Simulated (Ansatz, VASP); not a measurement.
Given: the input of a run of Ansatz 0.2.0 on Rb.

File input.yaml:

```yaml
crystal:
  lattice:
    - [-2.7646237353, 2.7646237353, 2.7646237353]
    - [2.7646237353, -2.7646237353, 2.7646237353]
    - [2.7646237353, 2.7646237353, -2.7646237353]
  atoms:
    - { symbol: Rb, position: [0.0, 0.0, 0.0] }
hamiltonian:
  xc: pbesol
  pseudopotentials: { kind: paw }
kpoints:
  mp_grid: { grid: [7, 7, 7] }
scf:
  occupations: { method: fermi_dirac, width: 0.05 }
output:
  forces: true
  stress: true
  eigenvalues: true
```

Potentials or basis: Ansatz PAW.

Command:

```bash
$ ansatz run input.yaml --threads 1 --pin off --max-ram 3584MiB --backend cpu --events-out ev --progress --plain --runs-dir out
```

**Question.** Translate it to VASP 6.6.1. Potentials there: VASP PAW PBE potentials, release 64 (Rb_sv).

**Answer.** As run (the cutoff follows the program's own potentials):

File INCAR:

```
SYSTEM = Rb
ALGO = Normal
EDIFF = 1E-7
ENCUT = 520
GGA = PS
ISIF = 2
ISMEAR = -1
LASPH = .TRUE.
LCHARG = .FALSE.
LREAL = .FALSE.
LWAVE = .FALSE.
NBANDS = 10
NELM = 80
PREC = Accurate
SIGMA = 0.05
```

KPOINTS

```
k-points
0
G
  7 7 7
  0 0 0
```

Contents of POSCAR:

```
Rb
1.0
   -2.7646237353      2.7646237353      2.7646237353
    2.7646237353     -2.7646237353      2.7646237353
    2.7646237353      2.7646237353     -2.7646237353
Rb
1
Direct
    0.0000000000      0.0000000000      0.0000000000
```

Potentials or basis: VASP PAW PBE potentials, release 64 (Rb_sv).

The run is started by

```sh
$ cat potpaw_PBE.64/Rb_sv/POTCAR > POTCAR
$ mpirun -np 1 vasp_std > vasp.out
```

Both were run:

|  | VASP | Ansatz | Ansatz less VASP |
| --- | --- | --- | --- |
| gap on the k mesh at the Fermi level (eV) | none | none | - |
| pressure (GPa) | 0.1 | 0.1 | 0.00 |

A gap of «none» marks a metal or a gap that the smearing closes. With one functional, cell and mesh, what is left measures potentials, basis and numerics.

Caveats: the PAW data sets were made with another functional, which shifts forces and pressure a little (VASP); the PAW data sets come from PBE, with cores solved anew for the run's functional, which leaves a small shift of forces and pressure (Ansatz).
